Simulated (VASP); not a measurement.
# CdTe (F-43m) in VASP: further runs, part 2 of 2

VASP 6.6.1.

### 4 Single point, LDA

INCAR

```
PREC = Accurate
ENCUT = 520
EDIFF = 1E-6
ISMEAR = -1
SIGMA = 0.02
LREAL = False
LASPH = True
NELM = 80
ALGO = Normal
ISIF = 2
LWAVE = False
LCHARG = False
KPAR = 4
```

KPOINTS

```
regular mesh
0
Gamma
  6 6 6
```

POSCAR

```
CdTe
1.0
    0.0000000000      3.2050000000      3.2050000000
    3.2050000000      0.0000000000      3.2050000000
    3.2050000000      3.2050000000      0.0000000000
Cd Te
1 1
Direct
    0.0000000000      0.0000000000      0.0000000000
    0.2500000000      0.2500000000      0.2500000000
```

Potentials or basis: VASP PAW LDA potentials, release 64 (Cd, Te).

Started as:

```console
$ cat potpaw_LDA.64/Cd/POTCAR potpaw_LDA.64/Te/POTCAR > POTCAR
$ mpirun -np 4 vasp_std > vasp.out
```

OUTCAR:

```text
PREC = Accurate
   ENCUT = 520
   EDIFF = 1E-6
   ISMEAR = -1
   LREAL = False
   LASPH = True
   NELM = 80
   ISIF = 2

 ion  position               nearest neighbor table
   1  0.000  0.000  0.000-   2 2.78   2 2.78   2 2.78   2 2.78
   2  0.250  0.250  0.250-   1 2.78   1 2.78   1 2.78   1 2.78

  LATTYP: Found a face centered cubic cell.
 ALAT       =     6.4100000000

  Lattice vectors:

 A1 = (   0.0000000000,   3.2050000000,   3.2050000000)
 A2 = (   3.2050000000,   0.0000000000,   3.2050000000)
 A3 = (   3.2050000000,   3.2050000000,   0.0000000000)

Analysis of symmetry for initial positions (statically):
=====================================================================
 Subroutine PRICEL returns:
 Original cell was already a primitive cell.

 Routine SETGRP: Setting up the symmetry group for a
 face centered cubic supercell.

 Subroutine GETGRP returns: Found 24 space group operations
 (whereof 24 operations were pure point group operations)
 out of a pool of 48 trial point group operations.

The static configuration has the point symmetry T_d .

[... 163 lines left out ...]
      3      -5.9465      2.00000
      4      -5.9465      2.00000
      5      -5.6575      2.00000
      6      -5.6575      2.00000
      7       2.4699      2.00000
      8       2.4699      2.00000
      9       2.4699      2.00000
     10       3.1207      0.00000
     11       6.9446      0.00000
     12       6.9446      0.00000
     13       6.9446      0.00000
[... 226 lines left out ...]
  band No.  band energies     occupation
      1      -8.3969      2.00000
      2      -5.8036      2.00000
      3      -5.7993      2.00000
      4      -5.7122      2.00000
      5      -5.6444      2.00000
      6      -5.0645      2.00000
      7      -1.9859      2.00000
      8       0.0893      2.00000
      9       0.1701      2.00000
     10       6.0825      0.00000
     11       6.1324      0.00000
     12       9.0888      0.00000
     13       9.3542      0.00000

------------------------ aborting loop because EDIFF is reached ----------------------------------------

  FORCE on cell =-STRESS in cart. coord.  units (eV):
  Direction    XX          YY          ZZ          XY          YZ          ZX
  --------------------------------------------------------------------------------------
  -------------------------------------------------------------------------------------
  Total        0.1074517      0.1074517      0.1074517     -0.0000000      0.0000000     -0.0000000
  in kB        2.6146272      2.6146272      2.6146272     -0.0000000      0.0000000     -0.0000000
  external PRESSURE =       2.6146272 kB  Pullay stress =       0.0000000 kB

 VOLUME and BASIS-vectors are now :
 -----------------------------------------------------------------------------
  energy-cutoff  :      520.00
  volume of cell :       65.84
      direct lattice vectors                 reciprocal lattice vectors
     0.000000000  3.205000000  3.205000000    -0.156006240  0.156006240  0.156006240
     3.205000000  0.000000000  3.205000000     0.156006240 -0.156006240  0.156006240
     3.205000000  3.205000000  0.000000000     0.156006240  0.156006240 -0.156006240

 POSITION                                       TOTAL-FORCE (eV/Angst)
 -----------------------------------------------------------------------------------
      0.00000      0.00000      0.00000         0.000000      0.000000     -0.000000
      1.60250      1.60250      1.60250        -0.000000     -0.000000      0.000000
 -----------------------------------------------------------------------------------
    total drift:                                0.000000      0.000000      0.000000

  FREE ENERGIE OF THE ION-ELECTRON SYSTEM (eV)
  ---------------------------------------------------
  free  energy   TOTEN  =        -6.0442754180 eV

  energy  without entropy=       -6.0442754170  energy(sigma->0) =       -6.04427542
```

stdout:

```text
POSCAR found type information on POSCAR CdTe
 POSCAR found :  2 types and       2 ions
 scaLAPACK will be used
 LDA part: xc-table for (Slater(with rela. corr.)+CA(PZ))
 , standard interpolation
 POSCAR, INCAR and KPOINTS ok, starting setup
 FFT: planning ... GRIDC
 FFT: planning ... GRID_SOFT
 FFT: planning ... GRID
 WAVECAR not read
 entering main loop
```

Run time: 7 s. Hardware: 4 MPI ranks of AMD EPYC 7R13 (Zen 3), shared host; peak memory 0.15 GiB.

Results:

```
Free energy            : -6.0443 eV
Pressure               : 0.3 GPa
Band gap on the k mesh : 0.65 eV, direct
```

Levels at points of the mesh, in eV from the valence-band top:
```tsv
k point	band 7	band 8	band 9	band 10	band 11	band 12
(0.00, 0.00, 0.00)	0.00	0.00	0.00	0.65	4.47	4.47
(0.50, 0.00, 0.00)	-4.69	-0.84	-0.84	1.69	5.08	5.08
(0.50, 0.50, 0.00)	-4.54	-2.01	-2.01	2.37	2.54	8.82
```

Caveat: spin-orbit coupling is left out, which moves the levels of the heavy elements.

### 5 Single point, PBEsol

Changes to INCAR since step 4:

```diff
@@ -1,3 +1,3 @@
 PREC = Accurate
-ENCUT = 520
+ENCUT = 250
 EDIFF = 1E-6
@@ -12,2 +12,3 @@
 LCHARG = False
+GGA = PS
 KPAR = 4
```

KPOINTS is that of step 4.

POSCAR is that of step 4.

Potentials or basis: VASP PAW PBE potentials, release 64 (Cd, Te).

Started as:

```console
$ cat potpaw_PBE.64/Cd/POTCAR potpaw_PBE.64/Te/POTCAR > POTCAR
$ mpirun -np 4 vasp_std > vasp.out
```

It took 3.9 s on 4 MPI ranks of AMD EPYC 7R13 (Zen 3), shared host; peak memory 0.1 GiB.

The run converged, but a check on its numbers failed (symmetry, net force, bounds or a known fault of this set-up), so they aren't taken as properties of the crystal.

Caveat: the cutoff lies under the usual one of these potentials, so the numbers hold a large basis-set error; the PAW data sets were made with another functional, which shifts forces and pressure a little; spin-orbit coupling is left out, which moves the levels of the heavy elements.

### 6 Summary

```tsv
level	potentials or basis	k mesh	cutoff (eV)	mesh quality	gap on the mesh (eV)	pressure (GPa)
PBEsol	VASP PAW PBE potentials, release 64 (Cd, Te)	6 × 6 × 6	520	not flagged	0.76	1.9
LDA	VASP PAW LDA potentials, release 64 (Cd, Te)	4 × 4 × 4	300	coarse	0.63	-
LDA	VASP PAW LDA potentials, release 64 (Cd, Te)	6 × 6 × 6	520	not flagged	0.65	0.3
```

Alike in all rows: task single point; no spin polarisation; cell as given; smearing fermi-dirac 0.02 eV.

Caveats: some runs use coarse meshes; spin-orbit coupling is left out, which moves the levels of the heavy elements; the PAW data sets were made with another functional, which shifts forces and pressure a little (some runs); the cutoff is under 1.25 times the usual one of these potentials, so pressure, stress and relaxed cells hold a basis-set (Pulay) error (some runs).

Total energies depend on the potentials used, so only differences within one code and one set of settings carry meaning.

### 7 Comparison with measurements

Step 2. Against the measured gap of CdTe, 1.607 eV (0 K; a printed reference work, data compilation), the calculated 0.76 eV is off by -0.85 eV. Spin-orbit coupling on Cd, Te is left out. The value is that of PBEsol, without temperature or zero-point motion. Semilocal functionals fall short of measured gaps as a rule.

Step 4. A measured gap of CdTe is 1.607 eV (0 K; a printed reference work, data compilation); the calculated 0.65 eV misses it by -0.96 eV. Spin-orbit coupling on Cd, Te is left out. The value is that of LDA, without temperature or zero-point motion. Semilocal functionals fall short of measured gaps as a rule.
